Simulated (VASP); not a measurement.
# EuS (Fm-3m) in VASP: a series of runs, part 2 of 2

VASP 6.6.1.

### Step 3. Single point, LDA+U, collinear spin, twin_end start

Contents of INCAR:

```
SYSTEM = EuS
ALGO = Normal ; EDIFF = 1E-7
ENCUT = 520 ; GGA = CA
ISIF = 2 ; ISMEAR = 0
ISPIN = 2 ; LASPH = .TRUE.
LCHARG = .TRUE. ; LDAU = .TRUE.
LDAUJ = 0.9 0 ; LDAUL = 3 -1
LDAUPRINT = 1 ; LDAUTYPE = 1
LDAUU = 8 0 ; LELF = .TRUE.
LMAXMIX = 6 ; LORBIT = 11
LREAL = .FALSE. ; LVHAR = .TRUE.
LWAVE = .FALSE. ; MAGMOM = 7.55 -0.06
NBANDS = 22 ; NELM = 150
PREC = Accurate ; SIGMA = 0.05
```

Contents of KPOINTS:

```
k-points
0
G
  6 6 6
  0 0 0
```

Contents of POSCAR:

```
EuS
1.0
    0.0000000000      2.9785018700      2.9785018700
    2.9785018700      0.0000000000      2.9785018700
    2.9785018700      2.9785018700      0.0000000000
Eu S
1 1
Direct
    0.5000000000      0.5000000000      0.5000000000
    0.0000000000      0.0000000000      0.0000000000
```

Potentials or basis: VASP PAW PBE potentials, release 64 (Eu, S).

The run is started by

```bash
> cat potpaw_PBE.64/Eu/POTCAR potpaw_PBE.64/S/POTCAR > POTCAR
> mpirun -np 1 vasp_std > vasp.out
```

OUTCAR:

```text
SYSTEM = EuS
   EDIFF = 1E-7
   ENCUT = 520
   GGA = CA
   ISIF = 2
   ISMEAR = 0
   ISPIN = 2
   LASPH = .TRUE.
   LORBIT = 11
   LREAL = .FALSE.
   NELM = 150
   PREC = Accurate

 ion  position               nearest neighbor table
   1  0.500  0.500  0.500-   2 2.98   2 2.98   2 2.98   2 2.98   2 2.98   2 2.98
   2  0.000  0.000  0.000-   1 2.98   1 2.98   1 2.98   1 2.98   1 2.98   1 2.98

  LATTYP: Found a face centered cubic cell.
 ALAT       =     5.9570037400

  Lattice vectors:

 A1 = (   0.0000000000,   2.9785018700,   2.9785018700)
 A2 = (   2.9785018700,   0.0000000000,   2.9785018700)
 A3 = (   2.9785018700,   2.9785018700,   0.0000000000)

Analysis of symmetry for initial positions (statically):
=====================================================================
 Subroutine PRICEL returns:
 Original cell was already a primitive cell.

 Routine SETGRP: Setting up the symmetry group for a
 face centered cubic supercell.

 Subroutine GETGRP returns: Found 48 space group operations
 (whereof 48 operations were pure point group operations)
 out of a pool of 48 trial point group operations.

The static configuration has the point symmetry O_h .

Analysis of symmetry for dynamics (positions and initial velocities):
=====================================================================
 Subroutine PRICEL returns:
 Original cell was already a primitive cell.

 Routine SETGRP: Setting up the symmetry group for a
 face centered cubic supercell.

 Subroutine GETGRP returns: Found 48 space group operations
 (whereof 48 operations were pure point group operations)
 out of a pool of 48 trial point group operations.

The dynamic configuration has the point symmetry O_h .

Analysis of structural, dynamic, and magnetic symmetry:
=====================================================================
 Subroutine PRICEL returns:
 Original cell was already a primitive cell.

 Routine SETGRP: Setting up the symmetry group for a
 face centered cubic supercell.

 Subroutine GETGRP returns: Found 48 space group operations
[... 164 lines left out ...]
  o =  0.0007  v =  0.0000  0.0000  0.0000  0.0000  0.0000  0.0000  0.0000  0.6124 -0.0000 -0.7905 -0.0000  0.0044  0.0050  0.0034      0.0000  0.0000  0.0000  0.0000  0.0000  0.0000  0.0000  0.0000  0.0000  0.0000  0.0000  0.0000  0.0000  0.0000
  o =  0.0007  v =  0.0000  0.0000  0.0000  0.0000  0.0000  0.0000  0.0000 -0.0031  0.0000  0.0040 -0.0000  0.0011  1.0000  0.0009      0.0000  0.0000  0.0000  0.0000  0.0000  0.0000  0.0000  0.0000  0.0000  0.0000  0.0000  0.0000  0.0000  0.0000
  o =  0.0024  v =  0.0000  0.0000  0.0000  0.0000  0.0000  0.0000  0.0000 -0.0010  0.0000 -0.0007  0.0005 -0.6124  0.0000  0.7906      0.0000  0.0000  0.0000  0.0000  0.0000  0.0000  0.0000  0.0000  0.0000  0.0000  0.0000  0.0000  0.0000  0.0000
  o =  0.0024  v =  0.0000  0.0000  0.0000  0.0000  0.0000  0.0000  0.0000 -0.7906  0.0000 -0.6124  0.0014  0.0008 -0.0000 -0.0010      0.0000  0.0000  0.0000  0.0000  0.0000  0.0000  0.0000  0.0000  0.0000  0.0000  0.0000  0.0000  0.0000  0.0000
  o =  0.0024  v =  0.0000  0.0000  0.0000  0.0000  0.0000  0.0000  0.0000 -0.0011  0.0000 -0.0008 -1.0000 -0.0003 -0.0000  0.0004      0.0000  0.0000  0.0000  0.0000  0.0000  0.0000  0.0000  0.0000  0.0000  0.0000  0.0000  0.0000  0.0000  0.0000
  o =  0.9755  v =  0.0009  0.0000  0.0007 -0.9939 -0.0674 -0.0000  0.0870  0.0000  0.0000  0.0000  0.0000  0.0000  0.0000  0.0000      0.0000  0.0000  0.0000  0.0000  0.0000  0.0000  0.0000  0.0000  0.0000  0.0000  0.0000  0.0000  0.0000  0.0000
  o =  0.9755  v =  0.7906 -0.0000  0.6124  0.0013 -0.0011  0.0000  0.0014  0.0000  0.0000  0.0000  0.0000  0.0000  0.0000  0.0000      0.0000  0.0000  0.0000  0.0000  0.0000  0.0000  0.0000  0.0000  0.0000  0.0000  0.0000  0.0000  0.0000  0.0000
  o =  0.9755  v =  0.0015 -0.0000  0.0012 -0.1100  0.6087 -0.0000 -0.7858  0.0000  0.0000  0.0000  0.0000  0.0000  0.0000  0.0000      0.0000  0.0000  0.0000  0.0000  0.0000  0.0000  0.0000  0.0000  0.0000  0.0000  0.0000  0.0000  0.0000  0.0000
  o =  0.9762  v = -0.0000 -1.0000  0.0000 -0.0000  0.0000  0.0000  0.0000  0.0000  0.0000  0.0000  0.0000  0.0000  0.0000  0.0000      0.0000  0.0000  0.0000  0.0000  0.0000  0.0000  0.0000  0.0000  0.0000  0.0000  0.0000  0.0000  0.0000  0.0000
  o =  0.9768  v =  0.0001 -0.0000 -0.0001  0.0000  0.0231 -0.9996  0.0179  0.0000  0.0000  0.0000  0.0000  0.0000  0.0000  0.0000      0.0000  0.0000  0.0000  0.0000  0.0000  0.0000  0.0000  0.0000  0.0000  0.0000  0.0000  0.0000  0.0000  0.0000
  o =  0.9768  v =  0.6124 -0.0000 -0.7906  0.0000 -0.0002  0.0001 -0.0001  0.0000  0.0000  0.0000  0.0000  0.0000  0.0000  0.0000      0.0000  0.0000  0.0000  0.0000  0.0000  0.0000  0.0000  0.0000  0.0000  0.0000  0.0000  0.0000  0.0000  0.0000
  o =  0.9768  v =  0.0001  0.0000 -0.0002 -0.0000  0.7902  0.0293  0.6121  0.0000  0.0000  0.0000  0.0000  0.0000  0.0000  0.0000      0.0000  0.0000  0.0000  0.0000  0.0000  0.0000  0.0000  0.0000  0.0000  0.0000  0.0000  0.0000  0.0000  0.0000

 number of electron      23.0000004 magnetization       6.9999973

 Free energy of the ion-electron system (eV)
  ---------------------------------------------------
  ext. energy  EPLUGINS =         0.00000000
  ---------------------------------------------------
  free energy    TOTEN  =       -19.64000148 eV

  energy without entropy =      -19.64000148  energy(sigma->0) =      -19.64000148

 E-fermi :   2.9291     XC(G=0):  -9.9415

 val. band max:        2.7060856993   @ k =   0.0000   0.0000   0.0000
 cond. band min:       3.2517213451   @ k =   0.5000   0.5000   0.0000
 fundamental gap:      0.5456356458
 Fermi energy:         2.9291425269

 spin component 1

 k-point     1 :       0.0000    0.0000    0.0000
  band No.  band energies     occupation
      1     -36.3248      1.00000
      2     -15.3665      1.00000
      3     -15.3665      1.00000
      4     -15.3665      1.00000
      5      -9.3701      1.00000
      6       0.8636      1.00000
[... 389 lines left out ...]
     21       9.6621      0.00000
     22      11.7735      0.00000
 Fermi energy:         2.9291425269

 spin component 2

 k-point     1 :       0.0000    0.0000    0.0000
  band No.  band energies     occupation
      1     -33.4821      1.00000
      2     -13.2494      1.00000
      3     -13.2494      1.00000
      4     -13.2494      1.00000
      5      -9.3569      1.00000
      6       1.5233      1.00000
[... 389 lines left out ...]
     21      13.1630      0.00000
     22      13.8551      0.00000

------------------------ aborting loop because EDIFF is reached ----------------------------------------

  FORCE on cell =-STRESS in cart. coord.  units (eV):
  Direction    XX          YY          ZZ          XY          YZ          ZX
  --------------------------------------------------------------------------------------
  -------------------------------------------------------------------------------------
  Total       -1.1110662     -1.1110662     -1.1110662      0.0000000      0.0000000     -0.0000000
  in kB      -33.6842514    -33.6842514    -33.6842514      0.0000000      0.0000000     -0.0000000
  external PRESSURE =     -33.6842514 kB  Pullay stress =       0.0000000 kB

 VOLUME and BASIS-vectors are now :
 -----------------------------------------------------------------------------
  energy-cutoff  :      520.00
  volume of cell :       52.85
      direct lattice vectors                 reciprocal lattice vectors
     0.000000000  2.978501870  2.978501870    -0.167869628  0.167869628  0.167869628
     2.978501870  0.000000000  2.978501870     0.167869628 -0.167869628  0.167869628
     2.978501870  2.978501870  0.000000000     0.167869628  0.167869628 -0.167869628

 POSITION                                       TOTAL-FORCE (eV/Angst)
 -----------------------------------------------------------------------------------
      2.97850      2.97850      2.97850         0.000000      0.000000      0.000000
      0.00000      0.00000      0.00000        -0.000000     -0.000000     -0.000000
 -----------------------------------------------------------------------------------
    total drift:                               -0.000000     -0.000000      0.000000

  FREE ENERGIE OF THE ION-ELECTRON SYSTEM (eV)
  ---------------------------------------------------
  free  energy   TOTEN  =       -19.6400014841 eV

  energy  without entropy=      -19.6400014841  energy(sigma->0) =      -19.64000148

 total charge

# of ion       s       p       d       f       tot
--------------------------------------------------
    1        2.023   5.728   0.251   6.835  14.837
    2        1.308   2.410   0.000   0.000   3.718
--------------------------------------------------
tot          3.331   8.138   0.251   6.835  18.555

 magnetization (x)

# of ion       s       p       d       f       tot
--------------------------------------------------
    1       -0.010  -0.091   0.040   6.817   6.755
    2       -0.005  -0.048   0.000   0.000  -0.053
--------------------------------------------------
tot         -0.016  -0.139   0.040   6.817   6.701
```

OSZICAR:

```text
N       E                     dE             d eps       ncg     rms          rms(c)
DAV:   1     0.147281703706E+03    0.14728E+03   -0.84262E+03  1968   0.420E+03
DAV:   2     0.946674134859E+01   -0.13781E+03   -0.12116E+03  1908   0.419E+02
DAV:   3    -0.108819410726E+02   -0.20349E+02   -0.20028E+02  2158   0.107E+02
DAV:   4    -0.137131292316E+02   -0.28312E+01   -0.28213E+01  2656   0.259E+01
DAV:   5    -0.138332633650E+02   -0.12013E+00   -0.12005E+00  2342   0.719E+00    0.297E+01
DAV:   6    -0.189118983599E+02   -0.50786E+01   -0.28162E+00  2196   0.383E+01    0.179E+01
DAV:   7    -0.195807941170E+02   -0.66890E+00   -0.28044E+00  2094   0.713E+01    0.120E+01
DAV:   8    -0.196337537889E+02   -0.52960E-01   -0.28892E-01  2588   0.520E+00    0.904E+00
DAV:   9    -0.196233391264E+02    0.10415E-01   -0.21025E-02  2594   0.141E+00    0.573E+00
DAV:  10    -0.196384283380E+02   -0.15089E-01   -0.23515E-02  2126   0.414E+00    0.166E+00
DAV:  11    -0.196396628521E+02   -0.12345E-02   -0.37518E-03  2444   0.146E+00    0.503E-01
DAV:  12    -0.196399686770E+02   -0.30582E-03   -0.74923E-04  2516   0.523E-01    0.774E-01
DAV:  13    -0.196399729570E+02   -0.42800E-05   -0.15075E-04  2588   0.236E-01    0.906E-02
DAV:  14    -0.196400001091E+02   -0.27152E-04   -0.25732E-05  2644   0.570E-02    0.496E-02
DAV:  15    -0.196400010295E+02   -0.92045E-06   -0.38735E-06  2538   0.151E-02    0.216E-02
DAV:  16    -0.196400014966E+02   -0.46706E-06   -0.87984E-07  2256   0.123E-02    0.375E-02
DAV:  17    -0.196400014841E+02    0.12466E-07   -0.19123E-07  1598   0.115E-02
   1 F= -.19640001E+02 E0= -.19640001E+02  d E =-.445458E-12  mag=     7.0000
```

Run time: 23 s. Hardware: 1 thread of Intel Xeon 6975P-C (Granite Rapids), shared host; peak memory 0.18 GiB.

Results:

| Item | Value |
| --- | --- |
| Free energy | -19.6400 eV |
| Pressure | -3.4 GPa |
| Band gap on the k mesh | 0.55 eV, indirect (least direct gap 0.88 eV) |
| Net moment | 7.00 μB per cell |
| Site moments | Eu +6.75; S -0.05 μB |
| Valence electrons inside the program's atomic spheres | Eu 14.84; S 3.72 |

Levels at points of the mesh, in eV from the valence-band top:
Spin up:
```
           k point  band 11  band 12  band 13  band 14  band 15  band 16  band 17  band 18  band 19  band 20
(0.00, 0.00, 0.00)    -0.71    -0.71     0.00     0.00     0.00     2.14     2.49     2.49     2.49     3.41
(0.50, 0.00, 0.00)    -0.82    -0.74    -0.74    -0.71    -0.70     4.24     4.69     5.17     5.17     8.00
(0.50, 0.50, 0.00)    -0.76    -0.76    -0.73    -0.33    -0.33     0.55     4.58     4.61     6.04     6.28
```
Spin down:
```tsv
k point	band 6	band 7	band 8	band 9	band 10	band 11
(0.00, 0.00, 0.00)	-1.18	-1.18	-1.18	2.46	3.04	3.04
(0.50, 0.00, 0.00)	-3.89	-2.42	-2.42	4.34	5.26	6.01
(0.50, 0.50, 0.00)	-2.38	-1.56	-1.56	0.97	5.07	5.38
```

Eigenvalues of the final occupation matrices:
| site | spin | trace | eigenvalues |
| --- | --- | --- | --- |
| site 1 f | 1 | 6.83 | 0.98 0.98 0.98 0.98 0.98 0.98 0.98 |
| site 1 f | 2 | 0.01 | 0.00 0.00 0.00 0.00 0.00 0.00 0.00 |

Caveat: the PAW data sets were made with another functional, which shifts forces and pressure a little; spin-orbit coupling is left out, which moves the levels of the heavy elements; a cell with one magnetic atom can't hold antiferromagnetic order, which such compounds often take. The state reached can hang on the start; a lower one may exist.
